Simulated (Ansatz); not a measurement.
Crystal: Al, diamond type, 2 atoms in the cell.

All numbers below come from PBE, plane waves, PAW datasets (generated hard set) (Ansatz).

Cutoff 700 eV; k-mesh 16×16×16 Γ-centred; Fermi–Dirac smearing of 0.0612 eV; no spin polarisation.

The fit to the energies gives V₀ = 27.627 Å³/atom (a₀ = 6.046 Å), B₀ = 37.5 GPa, B₀′ = 4.12.

What pressure does the program print at V = 29.264 Å³/atom, and how far above the lowest computed point (V = 27.607 Å³/atom) does the energy lie?

-1.91 GPa and 10.28 meV/atom. All points:

```
V (Å³/atom)   a (Å)  E − E(min) (meV/atom)  P (GPa)
     25.951  5.9213                  13.22     2.67
     26.503  5.9630                   5.74     1.70
     27.055  6.0041                   1.43     0.82
     27.607  6.0446                   0.00     0.03
     28.159  6.0847                   1.16    -0.69
     28.712  6.1242                   4.67    -1.33
     29.264  6.1632                  10.28    -1.91
```

The published all-electron PBE values for this crystal (mean of FLEUR and WIEN2k, k-spacing 0.06 Å⁻¹; Bosoni et al., Nat. Rev. Phys. 6, 45 (2024)) are V₀ = 27.629 Å³/atom, B₀ = 37.3 GPa, B₀′ = 4.18. This run's mesh is coarser (spacing 0.11 Å⁻¹), so part of any difference comes from k-sampling.

The stress includes the program's correction for the finite plane-wave basis.

This cubic structure is a model: it isn't the usual form of the substance at ambient conditions, and such phases are metastable or hypothetical.
